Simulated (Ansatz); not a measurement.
## Al2Au in Ansatz: the effect of functional

The system is Al2Au.

```xyz
3
Lattice="0.0000 2.9388 2.9388 2.9388 0.0000 2.9388 2.9388 2.9388 0.0000" Properties=species:S:1:pos:R:3 pbc="T T T"
Au    0.0000    0.0000    0.0000
Al    4.4081    4.4081    4.4081
Al    1.4694    1.4694    1.4694
```

The cell isn't the ideal one: volume scaled by 0.94.

Alike in all runs:

| Quantity | Value |
| --- | --- |
| Program | Ansatz 0.2.0 |
| Task | single point |
| Potentials or basis | Ansatz PAW |
| k mesh | 8 × 8 × 8 |
| Occupations | fermi-dirac, width 0.05 eV |
| Spin | no spin polarisation |

```tsv
functional	cutoff	pressure (GPa)
LDA	420 eV (not typed: the program's choice for these potentials)	5.1
PBEsol	420 eV (not typed: the program's choice for these potentials)	?
r2SCAN	500 eV (not typed: the program's choice for these potentials)	9.1
```

Q: What does the run with functional PBEsol give?

A: Pressure 8.3 GPa.

Caveats: the PAW data sets come from PBE, with cores solved anew for the run's functional, which leaves a small shift of forces and pressure.
